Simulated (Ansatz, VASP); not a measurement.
# Cross-check of CdS (Hawleyite) between VASP and Ansatz, part 2 of 2

One calculation is typed for both programs; each brings its own data sets and cutoff. How far apart do they land? The cell is taken from a series of VASP runs on this material, whose earlier steps may have relaxed, scaled or displaced it; both programs get it as it stands.

VASP 6.6.1 and Ansatz 0.2.0.

So far. Step 4 (Differences): The walks stopped with -0.02 GPa left in Ansatz and 0.00 GPa in VASP; each walk ends within a tolerance, so the volume difference is uncertain by about these residues over the bulk modulus, most in soft cells.

## (5) Ansatz: zone-centre phonons, LDA

Level of this step: Ansatz beside VASP: Kohn-Sham DFT, plane waves, LDA (Ansatz).

Second derivatives magnify differences that forces hide, and they need a tight electronic threshold. The cell compared in this pair holds 49.52 Å³, against 48.08 Å³ for the pair before.

The cell is taken from a series of VASP runs on this material, whose earlier steps may have relaxed, scaled or displaced it; both programs get it as it stands.

input.yaml reads:

```yaml
crystal:
  lattice:
    - [0.0, 2.9146691877, 2.9146691877]
    - [2.9146691877, 0.0, 2.9146691877]
    - [2.9146691877, 2.9146691877, 0.0]
  atoms:
    - { symbol: Cd, position: [0.0, 0.0, 0.0] }
    - { symbol: S, position: [0.75, 0.75, 0.75] }
hamiltonian:
  xc: lda
  pseudopotentials: { kind: paw }
kpoints:
  mp_grid: { grid: [12, 12, 12] }
scf:
  occupations: { method: fixed }
phonons:
  method: dfpt
  qpoints: [[0, 0, 0]]
  dielectric: true
  rigid_motions: translations
```

On the command line:

```
$ ansatz run input.yaml --threads 4 --pin off --max-ram 9216MiB --backend cpu --events-out ev --progress --plain --runs-dir out
```

Numbers of over 12 decimals in the logs are rounded to 6 here.

The program printed:

```text
[...]
Crystal: 2 atoms, lattice volume = 49.522 Å³
Basis set: ecut = 420 eV, 941 PW (Γ), exchange–correlation on 60×60×60 points (8 copies of the dense FFT grid, shifted against one another)
Bands: 17, of which v1, the nominal top of the filled ones, is band 13 counted from 1 (12 counted from 0)
Symmetry: 24 space group operations
k-points: 280 of 1728 (irreducible under 4 space group operations, time reversal used)
[...]
282.88      1             4.3918
  optical modes at Γ + LO–TO along q̂ = [0.0000, 0.0000, 1.0000]:
      ω (cm⁻¹)  modes    IR ((D/Å)²/amu)
        227.76      2             8.7837
        282.88      1             4.3918
--- Phonons (arbitrary-q DFPT): 1 explicit q-point ---
  q = [0, 0, 0] (of the zone-centre solve; hermiticity 5.03e-6, symmetrization 5.06e-13): -0.00 0.00 0.00 227.76 227.76 227.76
  sum rule: each row above includes the acoustic sum rule's correction from the zone centre's row sums; it moved no ω² by more than (0.76 cm⁻¹)²
[key lines of the parts left out:]
SCF converged after 8 iterations
Free energy (F): -8988.631291 eV
Fermi energy:    6.654365 eV
```

Run time: 80 s. Hardware: 4 threads of Arm Neoverse N1, shared host; peak memory 1.2 GiB.

## (6) VASP: zone-centre phonons, LDA

The same cell, functional (in two slightly different forms) and mesh now go to VASP, with its own data sets and cutoff.

INCAR reads:

```
SYSTEM = CdS
PREC = Accurate
ENCUT = 500
EDIFF = 1E-08
NELM = 100
ISMEAR = 0
SIGMA = 0.03
LREAL = .FALSE.
ALGO = Normal
GGA = CA
NBANDS = 15
LORBIT = 11
LWAVE = .FALSE.
LCHARG = .FALSE.
KPAR = 4
IBRION = 8
LEPSILON = .TRUE.
LPEAD = .TRUE.
ISIF = 2
```

POSCAR reads:

```
CdS
1.0
    0.0000000000      2.9146691877      2.9146691877
    2.9146691877      0.0000000000      2.9146691877
    2.9146691877      2.9146691877      0.0000000000
Cd S
1 1
Direct
    0.0000000000      0.0000000000      0.0000000000
    0.7500000000      0.7500000000      0.7500000000
```

KPOINTS reads:

```
Automatic mesh
0
Gamma
12 12 12
0 0 0
```

Potentials, in the order of the species: Cd and S (LDA family, release 64).

On the command line:

```
$ mpirun -np 4 vasp_std
```

The program printed:

```text
[... set-up lines as in an earlier step ...]
 entering main loop
       N       E                     dE             d eps       ncg     rms          rms(c)
DAV:   1     0.106388113094E+03    0.10639E+03   -0.89333E+03  2224   0.106E+03
DAV:   2    -0.364197463779E+01   -0.11003E+03   -0.10349E+03  2594   0.265E+02
DAV:   3    -0.788722825203E+01   -0.42453E+01   -0.42360E+01  2713   0.542E+01
DAV:   4    -0.791386651642E+01   -0.26638E-01   -0.26636E-01  2706   0.424E+00
[...]
DAV:  12    -0.739927524140E+01    0.54540E-05   -0.18314E-05  3286   0.578E-02    0.603E-03
DAV:  13    -0.739927537648E+01   -0.13509E-06   -0.13425E-06  2475   0.879E-03    0.184E-03
DAV:  14    -0.739927537536E+01    0.11285E-08   -0.14458E-08  2786   0.109E-03
   1 F= -.73992754E+01 E0= -.73992754E+01  d E =-.268083E-11
 Linear response reoptimize wavefunctions to high precision
DAV:   1    -0.739927537569E+01   -0.33128E-09   -0.10774E-08  2637   0.105E-03
DAV:   2    -0.739927537584E+01   -0.15666E-09   -0.11409E-09  1507   0.294E-04
[...]
RMM:  10    -0.430813811765E+00   -0.37809E-08   -0.50766E-09 15500   0.325E-05    0.301E-06
 first order change of Fermi-energy  -0.13385E+00
 force on displaced ion       1 direction 1 :  -4.974   0.000   0.000
 Born effective charge ion    1 direction 1 :   2.179   0.000   0.000
 Linear response progress:
  Degree of freedom:   2/  2
       N       E                     dE             d eps       ncg     rms          rms(c)
RMM:   1    -0.106721717860E+00   -0.10672E+00    0.33459E-02 20876   0.184E+00
RMM:   2    -0.105368556903E+00    0.13532E-02   -0.23162E-03 12985   0.358E-01    0.169E-01
RMM:   3    -0.105598618325E+00   -0.23006E-03   -0.94656E-05 13419   0.631E-02    0.901E-02
RMM:   4    -0.105897993922E+00   -0.29938E-03   -0.53188E-05 13623   0.422E-02    0.138E-02
[...]
RMM:  10    -0.105880541508E+00   -0.28118E-06   -0.33092E-08 14040   0.387E-05    0.130E-05
RMM:  11    -0.105880487050E+00    0.54458E-07    0.45128E-08 14214   0.183E-05    0.557E-06
RMM:  12    -0.105880485358E+00    0.16922E-08   -0.84006E-09 10836   0.114E-05    0.230E-06
 first order change of Fermi-energy   0.13684E+00
 force on displaced ion       2 direction 1 :  -4.936   0.000   0.000
 Born effective charge ion    2 direction 1 :  -2.179   0.000   0.000
 Born effective charges drift removed
 Linear response finished
```

OUTCAR, selected parts (step 6):

```text
  Total       -0.5835221     -0.5835221     -0.5835221      0.0000000     -0.0000000     -0.0000000
  in kB      -18.8786117    -18.8786117    -18.8786117      0.0000000     -0.0000000     -0.0000000
  external PRESSURE =     -18.8786117 kB  Pullay stress =       0.0000000 kB

 POSITION                                       TOTAL-FORCE (eV/Angst)
 -----------------------------------------------------------------------------------
      0.00000      0.00000      0.00000         0.000000      0.000000      0.000000
      4.37200      4.37200      4.37200        -0.000000     -0.000000     -0.000000
 -----------------------------------------------------------------------------------
    total drift:                                0.000000      0.000000      0.000000

 MACROSCOPIC STATIC DIELECTRIC TENSOR (including local field effects in DFT)
 ------------------------------------------------------
           6.600634    -0.000000    -0.000000
          -0.000000     6.600634    -0.000000
          -0.000000     0.000000     6.600634
 ------------------------------------------------------

 MACROSCOPIC STATIC DIELECTRIC TENSOR IONIC CONTRIBUTION
 ------------------------------------------------------
           3.501151    -0.000000     0.000000
          -0.000000     3.501151    -0.000000
           0.000000    -0.000000     3.501151
 ------------------------------------------------------

[... 2 further parts left out ...]
```

With a direct gap this small, the dielectric response converges slowly with the mesh, so tensor and charges are uncertain; a mesh that holds the point of the least gap tends to give too large a tensor.

## (7) Differences

The two programs side by side:

```
                                     quantity  Ansatz   VASP  difference
                                        ε∞ xx    6.72   6.60     +1.83 %
                                        ε∞ yy    6.72   6.60     +1.83 %
                                        ε∞ zz    6.72   6.60     +1.83 %
Born charge of Cd1 (mean of the diagonal) (e)    2.18   2.18        0.00
 Born charge of S2 (mean of the diagonal) (e)   -2.18  -2.18        0.00
                   optical mode 1 to 3 (cm⁻¹)   227.8  232.1     -1.89 %
```

Modes are paired by rising frequency and degeneracy, not by their patterns, so a pair may still set unlike modes beside each other.

## (8) What came out

| Property | Result |
| --- | --- |
| difference in volume (relaxation of cell and atoms, LDA) | -0.77 % |
| r.m.s. difference of the optical zone-centre modes, each program's sorted by frequency (zone-centre phonons, LDA) | 4.4 cm⁻¹ |
| difference in optical mode 1 to 3 (zone-centre phonons, LDA) | -1.9 % |

**Reading.** The difference in volume is -0.77 % (relaxation of cell and atoms, LDA), within the 1.2 % picked in this series as the mark of a large difference, as far as the stopping tolerances let one tell. Among the rows given in per cent, the largest difference of the zone-centre phonons, LDA pair is in optical mode 1 to 3, -1.9 %. How closely two codes agree says nothing of how well the functional describes the real material.

[Lines on the potential files, build, host, timing and source positions are cut from VASP's logs without a mark.]

[Logs are printed without paths, hosts, clocks, repeated set-up lines and the standing remarks that a program may print on its own settings, such as how far it seeks lower states.]

[Hosts, paths, dates, database ids (printed as entryN), source tags and the programs' standing remarks are cut or masked in the printed files.]
